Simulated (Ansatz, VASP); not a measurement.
Two plane-wave programs on PbO2

```xyz
3
Lattice="0.0000 2.6582 2.6582 2.6582 0.0000 2.6582 2.6582 2.6582 0.0000" Properties=species:S:1:pos:R:3 pbc="T T T"
Pb    0.0000    0.0000    0.0000
O     1.3291    1.3291    1.3291
O     3.9873    3.9873    3.9873
```

The cell was built by a generator and needn't be a form met in nature.

Alike in both runs: task single point; functional PBE; k mesh 8 × 8 × 8; occupations fermi-dirac, width 0.02 eV; no spin polarisation.

```csv
,VASP,Ansatz
version,VASP 6.6.1,Ansatz 0.2.0
potentials or method,"VASP PAW PBE potentials, release 64 (Pb_d, O)","plane waves, PAW"
plane-wave cutoff (eV),520,420
valence electrons in the cell,26,26
```

|  | VASP | Ansatz | Ansatz less VASP |
| --- | --- | --- | --- |
| pressure (GPa) | 7.9 | 7.6 | -0.31 |

Spin-orbit coupling is left out, which matters for the levels of Pb.
